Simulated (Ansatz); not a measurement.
# InSe: the cost of one run

Computed with Ansatz 0.2.0 (DFT LDA, scalar-relativistic, plane waves, PAW, unless a step's input says otherwise).

### 1 The structure to begin with

It takes space group C2/m (No. 12, monoclinic). The conventional cell has a = 11.736 Å, b = 4.110 Å, c = 4.610 Å, α = 90.00°, β = 110.30°, γ = 90.00°. Around In (site symmetry m) lie 3 Se at 2.58 to 2.78 Å and 1 In at 2.74 Å. Se (site symmetry m) has 3 In at 2.58 to 2.78 Å as nearest neighbours.

Structure file:

```cif
data_structure
_symmetry_space_group_name_H-M 'C2/m'
_symmetry_Int_Tables_number 12
_cell_length_a 11.7358
_cell_length_b 4.1100
_cell_length_c 4.6100
_cell_angle_alpha 90.000
_cell_angle_beta 110.301
_cell_angle_gamma 90.000
_cell_volume 208.55
loop_
_atom_site_label
_atom_site_type_symbol
_atom_site_symmetry_multiplicity
_atom_site_Wyckoff_symbol
_atom_site_fract_x
_atom_site_fract_y
_atom_site_fract_z
_atom_site_occupancy
In1 In 4 i 0.38400 0.50000 0.00500 1
Se1 Se 4 i 0.16000 0.50000 0.64200 1
```

Source of the structure: the Crystallography Open Database.

(A quick probe on a coarse mesh, which set the mesh and smearing, is not shown.)

### 3 A loose first relaxation

Contents of input.yaml:

```yaml
crystal:
  lattice:
    - [5.8679031274, -2.055, 0.0]
    - [5.8679031274, 2.055, 0.0]
    - [-1.5994149714, 0.0, 4.3236525935]
  atoms:
    - { symbol: In, position: [0.884, 0.884, 0.005] }
    - { symbol: In, position: [0.116, 0.116, 0.995] }
    - { symbol: Se, position: [0.66, 0.66, 0.642] }
    - { symbol: Se, position: [0.34, 0.34, 0.358] }
basis:
  ecutwfc: 420
kpoints:
  mp_grid: { grid: [6, 6, 6] }
hamiltonian:
  xc: lda
scf:
  occupations: { method: gaussian, width: 0.1 }
output:
  forces: true
  stress: true
  eigenvalues: true
relax:
  adjacent_minimum: "off"
  f_tol: 0.05
  max_steps: 80
  cell: { stress_tol: 0.5 }
```

On the command line:

```console
$ ansatz run input.yaml --threads 1 --pin off --max-ram 3072MiB --backend cpu --events-out ev --progress --plain --runs-dir out
```

Q: Estimate wall time and peak memory on 1 thread of Intel Xeon at 2.50GHz (Skylake/Cascade Lake), shared host.

About 3.3 min, with a peak of 0.52 GiB.
